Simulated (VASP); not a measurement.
# FeSi2 (P4/mmm) in VASP: further runs

Runs on FeSi2. Level: PBEsol. Tasks: single point.

Everything below comes from runs of VASP 6.6.1. Logs are shortened: lines on timing, memory, paths and dates and some standing lists are left out, and cuts for length are marked.

### 1 The structure

It takes space group P4/mmm (No. 123, tetragonal). The conventional cell has a = 2.690 Å, b = 2.690 Å, c = 5.080 Å, α = 90.00°, β = 90.00°, γ = 90.00°. Around Fe (site symmetry 4/mmm) lie 8 Si at 2.35 Å and 4 Fe at 2.69 Å. Si (site symmetry 4mm) has 1 Si at 2.34 Å and 4 Fe at 2.35 Å as nearest neighbours.

### 2 Single point, PBEsol, collinear spin, typed start

File INCAR:

```
SYSTEM = FeSi2
  PREC = Accurate
  ENCUT = 520
  EDIFF = 1E-6
  ISMEAR = -1
  SIGMA = 0.1
  LREAL = .False.
  LASPH = .True.
  NELM = 150
  ALGO = Fast
  ISIF = 2
  LWAVE = .False.
  LCHARG = .True.
  ISPIN = 2
  MAGMOM = 4 4 0 0 0 0
  LORBIT = 11
  LMAXMIX = 4
  GGA = PS
  LELF = .True.
  LVHAR = .True.
  NBANDS = 29
```

File KPOINTS:

```
regular mesh
0
Gamma
  10 5 5
  0 0 0
```

File POSCAR:

```
FeSi2
1.0
    2.6900000000      0.0000000000      0.0000000000
    0.0000000000      5.3800000000      0.0000000000
    0.0000000000      0.0000000000      5.0800000000
Fe Si
2 4
Direct
    0.0000000000      0.0000000000      0.0000000000
    0.0000000000      0.5000000000      0.0000000000
    0.5000000000      0.2500000000      0.2700000000
    0.5000000000      0.7500000000      0.2700000000
    0.5000000000      0.2500000000      0.7300000000
    0.5000000000      0.7500000000      0.7300000000
```

Potentials or basis: VASP PAW PBE potentials, release 64 (Fe, Si).

Command:

```bash
$ cat potpaw_PBE.64/Fe/POTCAR potpaw_PBE.64/Si/POTCAR > POTCAR
$ mpirun -np 1 vasp_std > vasp.out
```

OUTCAR:

```text
SYSTEM = FeSi2
   PREC = Accurate
   ENCUT = 520
   EDIFF = 1E-6
   ISMEAR = -1
   LREAL = .False.
   LASPH = .True.
   NELM = 150
   ISIF = 2
   ISPIN = 2
   LORBIT = 11
   GGA = PS

 ion  position               nearest neighbor table
   1  0.000  0.000  0.000-   3 2.35   4 2.35   5 2.35   6 2.35   3 2.35   4 2.35   5 2.35   6 2.35
                             2 2.69   2 2.69
   2  0.000  0.500  0.000-   3 2.35   4 2.35   5 2.35   6 2.35   3 2.35   4 2.35   5 2.35   6 2.35
                             1 2.69   1 2.69
   3  0.500  0.250  0.270-   5 2.34   2 2.35   1 2.35   1 2.35   2 2.35   4 2.69   4 2.69   5 2.74

   4  0.500  0.750  0.270-   6 2.34   2 2.35   1 2.35   1 2.35   2 2.35   3 2.69   3 2.69   6 2.74

   5  0.500  0.250  0.730-   3 2.34   2 2.35   1 2.35   1 2.35   2 2.35   6 2.69   6 2.69   3 2.74

   6  0.500  0.750  0.730-   4 2.34   2 2.35   1 2.35   1 2.35   2 2.35   5 2.69   5 2.69   4 2.74

  LATTYP: Found a simple orthorhombic cell.
 ALAT       =     2.6900000000
 B/A-ratio  =     1.8884758364
 C/A-ratio  =     2.0000000000

  Lattice vectors:

 A1 = (  -2.6900000000,   0.0000000000,   0.0000000000)
 A2 = (   0.0000000000,   0.0000000000,   5.0800000000)
 A3 = (   0.0000000000,   5.3800000000,   0.0000000000)

Analysis of symmetry for initial positions (statically):
=====================================================================
 Subroutine PRICEL returns following result:

  LATTYP: Found a simple tetragonal cell.
 ALAT       =     2.6900000000
 C/A-ratio  =     1.8884758364

  Lattice vectors:

 A1 = (   2.6900000000,   0.0000000000,   0.0000000000)
 A2 = (   0.0000000000,   2.6900000000,   0.0000000000)
 A3 = (   0.0000000000,   0.0000000000,   5.0800000000)

   2 primitive cells build up your supercell.

 Routine SETGRP: Setting up the symmetry group for a
 simple orthorhombic supercell.

 Subroutine GETGRP returns: Found  8 space group operations
 (whereof  8 operations were pure point group operations)
 out of a pool of  8 trial point group operations.

The static configuration has the point symmetry D_2h.

Analysis of symmetry for dynamics (positions and initial velocities):
=====================================================================
 Subroutine PRICEL returns following result:

  LATTYP: Found a simple tetragonal cell.
 ALAT       =     2.6900000000
 C/A-ratio  =     1.8884758364

  Lattice vectors:

 A1 = (   2.6900000000,   0.0000000000,   0.0000000000)
 A2 = (   0.0000000000,   2.6900000000,   0.0000000000)
 A3 = (   0.0000000000,   0.0000000000,   5.0800000000)

   2 primitive cells build up your supercell.

 Routine SETGRP: Setting up the symmetry group for a
 simple orthorhombic supercell.

 Subroutine GETGRP returns: Found  8 space group operations
 (whereof  8 operations were pure point group operations)
 out of a pool of  8 trial point group operations.

The dynamic configuration has the point symmetry D_2h.

Analysis of structural, dynamic, and magnetic symmetry:
=====================================================================
 Subroutine PRICEL returns following result:

  LATTYP: Found a simple tetragonal cell.
 ALAT       =     2.6900000000
 C/A-ratio  =     1.8884758364

  Lattice vectors:

 A1 = (   2.6900000000,   0.0000000000,   0.0000000000)
 A2 = (   0.0000000000,   2.6900000000,   0.0000000000)
 A3 = (   0.0000000000,   0.0000000000,   5.0800000000)

   2 primitive cells build up your supercell.

 Routine SETGRP: Setting up the symmetry group for a
 simple orthorhombic supercell.

 Subroutine GETGRP returns: Found  8 space group operations
 (whereof  8 operations were pure point group operations)
 out of a pool of  8 trial point group operations.

The overall configuration has the point symmetry D_2h.

 Subroutine INISYM returns: Found  8 space group operations
 (whereof  8 operations are pure point group operations),
 and found     2 'primitive' translations

----------------------------------------------------------------------------------------

                                     Primitive cell

  volume of cell :      36.7594

  direct lattice vectors                    reciprocal lattice vectors
     2.690000000  0.000000000  0.000000000     0.371747212  0.000000000  0.000000000
     0.000000000  2.690000000  0.000000000     0.000000000  0.371747212  0.000000000
     0.000000000  0.000000000  5.080000000     0.000000000  0.000000000  0.196850394

  length of vectors
     2.690000000  2.690000000  5.080000000     0.371747212  0.371747212  0.196850394

  position of ions in fractional coordinates (direct lattice)
     0.000000000  0.000000000  0.000000000
     0.500000000  0.500000000  0.270000000
     0.500000000  0.500000000  0.730000000

  ion indices of the primitive-cell ions
   primitive index   ion index
                 1           1
                 2           3
                 3           5

----------------------------------------------------------------------------------------

 KPOINTS: regular mesh

Automatic generation of k-mesh.
 Grid dimensions read from file:
 generate k-points for:   10    5    5

 Generating k-lattice:

  Cartesian coordinates                     Fractional coordinates (reciprocal lattice)
     0.037174721  0.000000000  0.000000000     0.100000000  0.000000000  0.000000000
     0.000000000  0.037174721  0.000000000     0.000000000  0.200000000  0.000000000
     0.000000000  0.000000000  0.039370079     0.000000000  0.000000000  0.200000000

  Length of vectors
     0.037174721  0.037174721  0.039370079

  Shift w.r.t. Gamma in fractional coordinates (k-lattice)
     0.000000000  0.000000000  0.000000000

 Subroutine IBZKPT returns following result:
 ===========================================

 Found     54 irreducible k-points:

 Following reciprocal coordinates:
            Coordinates               Weight
  0.000000  0.000000  0.000000      1.000000
  0.100000  0.000000  0.000000      2.000000
  0.200000  0.000000  0.000000      2.000000
  0.300000  0.000000  0.000000      2.000000
  0.400000  0.000000  0.000000      2.000000
  0.500000  0.000000  0.000000      1.000000
[... 16 lines left out ...]
  0.400000  0.000000  0.200000      4.000000
  0.500000  0.000000  0.200000      2.000000
 [... further k-points ...]
   k-points           NKPTS =     54   k-points in BZ     NKDIM =     54   number of bands    NBANDS=     29
   number of dos      NEDOS =    301   number of ions     NIONS =      6
   total plane-waves  NPLWV =  32000
   dimension x,y,z NGX =    20 NGY =   40 NGZ =   40
   dimension x,y,z NGXF=    40 NGYF=   80 NGZF=   80
   ions per type =               2   4
   NGX,Y,Z   is equivalent  to a cutoff of  12.36, 12.36, 13.09 a.u.
   NGXF,Y,Z  is equivalent  to a cutoff of  24.72, 24.72, 26.18 a.u.
 SYSTEM =  FeSi2
   PREC   = accura    normal or accurate (medium, high low for compatibility)
   ISTART =      0    job   : 0-new  1-cont  2-samecut
   ICHARG =      2    charge: 1-file 2-atom 10-const
   ISPIN  =      2    spin polarized calculation?
   LNONCOLLINEAR =      F non collinear calculations
   LSORBIT =      F    spin-orbit coupling
   LASPH  =      T    aspherical Exc in radial PAW
   ENCUT  =  520.0 eV  38.22 Ry    6.18 a.u.   5.00 10.00  9.45*2*pi/ulx,y,z
   NELM   =    150;   NELMIN=  2; NELMDL= -5     # of ELM steps
   EDIFF  = 0.1E-05   stopping-criterion for ELM
   LREAL  =      F    real-space projection
   EDIFFG = 0.1E-04   stopping-criterion for IOM
   NSW    =      0    number of steps for IOM
   IBRION =     -1    ionic relax: 0-MD 1-quasi-New 2-CG
   NFREE  =      0    steps in history (QN), initial steepest desc. (CG)
   ISIF   =      2    stress and relaxation
   ISYM   =      2    0-nonsym 1-usesym 2-fastsym
   POTIM  = 0.5000    time-step for ionic-motion
   TEBEG  =    0.0;   TEEND  =   0.0 temperature during run
   PSTRESS=    0.0 pullay stress
   NELECT =      32.0000    total number of electrons
   NUPDOWN=      -1.0000    fix difference up-down
   EMIN   =  10.00;   EMAX   =-10.00  energy-range for DOS
   EFERMI =   0.00;   METHOD = LEGACY
   ISMEAR =    -1;   SIGMA  =   0.10  broadening in eV -4-tet -1-fermi 0-gaus
   EFERMI_NEDOS =   21; number of points for ismear=-14 and -15
   IALGO  =     68    algorithm
   IMIX   =      4    mixing-type and parameters
     AMIX     =   0.40;   BMIX     =  1.00
     AMIX_MAG =   1.60;   BMIX_MAG =  1.00
  volume/ion in A,a.u.               =      12.25        82.69
  Fermi-wavevector in a.u.,A,eV,Ry     =   1.240677  2.344540 20.943168  1.539279
  Thomas-Fermi vector in A             =   2.375107
   LORBIT       =     11    0 simple, 1 ext, 2 COOP (PROOUT), +10 PAW based schemes
   GGA     = PS    functional components
   LHFCALC =     F    Hartree Fock is set to
   AEXX    =    0.0000 exact exchange contribution
   IVDW    =     0    specifies the selected vdW correction
   LEPSILON=     F    determine dielectric tensor
   LRPA    =     F    only Hartree local field effects (RPA)
 spin polarized calculation
 RMM-DIIS sequential band-by-band and
  energy-cutoff  :      520.00
  volume of cell :       73.52
 maximum number of plane-waves:      2000
   NGX = 11   NGY = 21   NGZ = 19

 number of electron      32.0000002 magnetization      -0.0006972

 number of electron      32.0000002 magnetization       0.0013022

 Free energy of the ion-electron system (eV)
  ---------------------------------------------------
  ext. energy  EPLUGINS =         0.00000000
  ---------------------------------------------------
  free energy    TOTEN  =       -43.93420090 eV

  energy without entropy =      -43.86312857  energy(sigma->0) =      -43.89866474

 E-fermi :   9.9273     XC(G=0): -12.0977

 val. band max:        9.8908828657   @ k =   0.4000   0.2000   0.2000
 cond. band min:       9.9317487928   @ k =   0.4000   0.0000   0.2000
 fundamental gap:      0.0408659271
 Fermi energy:         9.9272857204

 spin component 1

 k-point     1 :       0.0000    0.0000    0.0000
  band No.  band energies     occupation
      1      -4.0178      1.00000
      2      -0.0343      1.00000
      3       0.8932      1.00000
      4       1.9593      1.00000
      5       1.9814      1.00000
      6       3.0137      1.00000
[... 20 lines left out ...]
     27      18.4824      0.00000
     28      19.6142      0.00000
[... 683 lines left out ...]
 k-point    24 :       0.5000    0.0000    0.2000
  band No.  band energies     occupation
      1       0.1307      1.00000
      2       2.1668      1.00000
      3       2.1720      1.00000
      4       2.4368      1.00000
      5       4.9360      1.00000
      6       4.9360      1.00000
[... 20 lines left out ...]
     27      15.3270      0.00000
     28      16.8768      0.00000

 [... further k-points ...]

 spin component 2

 k-point     1 :       0.0000    0.0000    0.0000
  band No.  band energies     occupation
      1      -4.0178      1.00000
      2      -0.0343      1.00000
      3       0.8931      1.00000
      4       1.9594      1.00000
      5       1.9814      1.00000
      6       3.0138      1.00000
[... 20 lines left out ...]
     27      18.4825      0.00000
     28      19.6147      0.00000
[... 683 lines left out ...]
 k-point    24 :       0.5000    0.0000    0.2000
  band No.  band energies     occupation
      1       0.1307      1.00000
      2       2.1669      1.00000
      3       2.1720      1.00000
      4       2.4368      1.00000
      5       4.9361      1.00000
      6       4.9361      1.00000
[... 20 lines left out ...]
     27      15.3271      0.00000
     28      16.8768      0.00000

 [... further k-points ...]

 [bands above 28 left out]

------------------------ aborting loop because EDIFF is reached ----------------------------------------

  FORCE on cell =-STRESS in cart. coord.  units (eV):
  Direction    XX          YY          ZZ          XY          YZ          ZX
  --------------------------------------------------------------------------------------
  -------------------------------------------------------------------------------------
  Total       -0.3233930     -0.3233882      0.8920581      0.0000000      0.0000000     -0.0000000
  in kB       -7.0476282     -7.0475223     19.4404120      0.0000000      0.0000000     -0.0000000
  external PRESSURE =       1.7817538 kB  Pullay stress =       0.0000000 kB

 VOLUME and BASIS-vectors are now :
 -----------------------------------------------------------------------------
  energy-cutoff  :      520.00
  volume of cell :       73.52
      direct lattice vectors                 reciprocal lattice vectors
     2.690000000  0.000000000  0.000000000     0.371747212  0.000000000  0.000000000
     0.000000000  5.380000000  0.000000000     0.000000000  0.185873606  0.000000000
     0.000000000  0.000000000  5.080000000     0.000000000  0.000000000  0.196850394

 POSITION                                       TOTAL-FORCE (eV/Angst)
 -----------------------------------------------------------------------------------
      0.00000      0.00000      0.00000        -0.000000     -0.000000     -0.000000
      0.00000      2.69000      0.00000        -0.000000      0.000000     -0.000000
      1.34500      1.34500      1.37160         0.000000      0.000000      0.235183
      1.34500      4.03500      1.37160         0.000000      0.000000      0.235183
      1.34500      1.34500      3.70840        -0.000000     -0.000000     -0.235183
      1.34500      4.03500      3.70840        -0.000000      0.000000     -0.235183
 -----------------------------------------------------------------------------------
    total drift:                               -0.000000     -0.000000      0.000000

  FREE ENERGIE OF THE ION-ELECTRON SYSTEM (eV)
  ---------------------------------------------------
  free  energy   TOTEN  =       -43.9342008956 eV

  energy  without entropy=      -43.8631285744  energy(sigma->0) =      -43.89866474

 total charge

# of ion       s       p       d       tot
------------------------------------------
    1        0.470   0.710   6.713   7.893
    2        0.470   0.710   6.713   7.893
    3        0.734   0.899   0.000   1.632
    4        0.734   0.899   0.000   1.632
    5        0.734   0.899   0.000   1.632
    6        0.734   0.899   0.000   1.632
--------------------------------------------------
tot          3.876   5.014  13.426  22.316

 magnetization (x)

# of ion       s       p       d       tot
------------------------------------------
    1       -0.000  -0.000   0.001   0.001
    2       -0.000  -0.000   0.001   0.001
    3       -0.000  -0.000   0.000  -0.000
    4       -0.000  -0.000   0.000  -0.000
    5       -0.000  -0.000   0.000  -0.000
    6       -0.000  -0.000   0.000  -0.000
--------------------------------------------------
tot         -0.000  -0.000   0.001   0.001
```

It took 2.5 min on 1 thread of AMD EPYC 9R45 (Zen 5), shared host; peak memory 0.28 GiB.

What came out:

```yaml
Free_energy: -43.9342 eV
Pressure: 0.2 GPa
Largest_force: 0.235 eV/Å
Band_gap_on_the_k_mesh: none (metal or under the smearing width)
Net_moment: 0.00 μB per cell
Valence_electrons_inside_the_program's_atomic_spheres: Fe 7.89; Si 1.63
```

Forces on the atoms (eV/Å):
```
Fe   0.000  0.000  0.000
Fe   0.000  0.000  0.000
Si   0.000  0.000  0.235
Si   0.000  0.000  0.235
Si   0.000  0.000 -0.235
Si   0.000  0.000 -0.235
```

Stress tensor (GPa, compression positive):
```
-0.70  0.00  0.00
 0.00 -0.70  0.00
 0.00  0.00  1.94
```

Levels at points of the mesh, in eV from the Fermi level:
Spin up:
```tsv
k point	band 14	band 15	band 16	band 17	band 18	band 19
(0.00, 0.00, 0.00)	-1.50	-1.08	-0.66	0.16	1.58	2.36
(0.50, 0.00, 0.00)	-2.12	-1.08	0.16	0.16	0.57	1.58
```
Spin down:
| k point | band 12 | band 13 | band 14 | band 15 | band 16 | band 17 | band 18 | band 19 | band 20 | band 21 |
| --- | --- | --- | --- | --- | --- | --- | --- | --- | --- | --- |
| (0.00, 0.00, 0.00) | -1.55 | -1.50 | -1.50 | -1.08 | -0.66 | 0.16 | 1.59 | 2.36 | 4.51 | 4.51 |
| (0.50, 0.00, 0.00) | -3.16 | -2.21 | -2.12 | -1.08 | 0.16 | 0.16 | 0.57 | 1.59 | 2.36 | 2.61 |

Caveat: the starting moments collapsed, and a magnetic state may lie lower; the PAW data sets were made with another functional, which shifts forces and pressure a little.

### 3 Single point, PBEsol, collinear spin, typed start

File INCAR:

```
SYSTEM = FeSi2
ALGO = Normal
EDIFF = 1E-7
ENCUT = 520
GGA = PS
ISIF = 2
ISMEAR = -1
ISPIN = 2
LASPH = .True.
LCHARG = .False.
LMAXMIX = 4
LORBIT = 11
LREAL = .False.
LWAVE = .False.
MAGMOM = 4 -4 0 0 0 0
NBANDS = 29
NELM = 150
PREC = Accurate
SIGMA = 0.1
```

File KPOINTS:

```
k-points
0
Gamma
  10 5 5
  0 0 0
```

POSCAR is that of step 2.

Potentials or basis: VASP PAW PBE potentials, release 64 (Fe, Si).

Command:

```bash
$ cat potpaw_PBE.64/Fe/POTCAR potpaw_PBE.64/Si/POTCAR > POTCAR
$ mpirun -np 1 vasp_std > vasp.out
```

It took 2.3 min on 1 thread of AMD EPYC 9R45 (Zen 5), shared host; peak memory 0.28 GiB.

The run converged. Its results:

- Free energy: -43.9342 eV
- Pressure: 0.2 GPa
- Largest force: 0.235 eV/Å
- Band gap on the k mesh: none (metal or under the smearing width)
- Net moment: 0.00 μB per cell
- Valence electrons inside the program's atomic spheres: Fe 7.89; Si 1.63

Forces on the atoms (eV/Å):
```
Fe   0.000  0.000  0.000
Fe   0.000  0.000  0.000
Si   0.000  0.000  0.235
Si   0.000  0.000  0.235
Si   0.000  0.000 -0.235
Si   0.000  0.000 -0.235
```

Stress tensor (GPa, compression positive):
```
-0.70  0.00  0.00
 0.00 -0.70  0.00
 0.00  0.00  1.95
```

Levels at points of the mesh, in eV from the Fermi level:
Spin up:
```csv
k point,band 13,band 14,band 15,band 16,band 17,band 18,band 19,band 20
"(0.00, 0.00, 0.00)",-1.50,-1.50,-1.08,-0.66,0.16,1.58,2.36,4.51
"(0.50, 0.00, 0.00)",-2.21,-2.12,-1.08,0.16,0.16,0.57,1.58,2.36
```
Spin down:
| k point | band 14 | band 15 | band 16 | band 17 | band 18 | band 19 |
| --- | --- | --- | --- | --- | --- | --- |
| (0.00, 0.00, 0.00) | -1.50 | -1.08 | -0.66 | 0.16 | 1.58 | 2.36 |
| (0.50, 0.00, 0.00) | -2.12 | -1.08 | 0.16 | 0.16 | 0.57 | 1.58 |

Caveat: the starting moments collapsed, and a magnetic state may lie lower; the PAW data sets were made with another functional, which shifts forces and pressure a little.

### 4 Single point, PBEsol

File INCAR:

```
SYSTEM = FeSi2
PREC = Accurate ; ENCUT = 520
EDIFF = 1E-7 ; ISMEAR = -1
SIGMA = 0.1 ; LREAL = .FALSE.
LASPH = .TRUE. ; NELM = 80
ALGO = Fast ; ISIF = 2
LWAVE = .FALSE. ; LCHARG = .TRUE.
GGA = PS ; LELF = .TRUE.
LVHAR = .TRUE. ; NBANDS = 25
```

File KPOINTS:

```
Automatic mesh
0
G
  10 5 5
  0 0 0
```

POSCAR is that of step 3.

Command:

```bash
$ cat potpaw_PBE.64/Fe/POTCAR potpaw_PBE.64/Si/POTCAR > POTCAR
$ mpirun -np 1 vasp_std > vasp.out
```

Wall time 96 s (1 thread of AMD EPYC 9R45 (Zen 5), shared host); peak memory 0.2 GiB.

The run converged. Its results:

* Free energy: -43.9342 eV
* Pressure: 0.2 GPa
* Largest force: 0.235 eV/Å
* Band gap on the k mesh: none (metal or under the smearing width)

Forces on the atoms (eV/Å):
```
Fe   0.000  0.000  0.000
Fe   0.000  0.000  0.000
Si   0.000  0.000  0.235
Si   0.000  0.000  0.235
Si   0.000  0.000 -0.235
Si   0.000  0.000 -0.235
```

Stress tensor (GPa, compression positive):
```
-0.71  0.00  0.00
 0.00 -0.71  0.00
 0.00  0.00  1.94
```

Levels at points of the mesh, in eV from the Fermi level:
```csv
k point,band 12,band 13,band 14,band 15,band 16,band 17,band 18,band 19,band 20,band 21
"(0.00, 0.00, 0.00)",-1.55,-1.50,-1.50,-1.08,-0.66,0.16,1.58,2.36,4.51,4.51
"(0.50, 0.00, 0.00)",-3.16,-2.21,-2.12,-1.08,0.16,0.16,0.57,1.58,2.36,2.61
```

Caveat: the PAW data sets were made with another functional, which shifts forces and pressure a little.
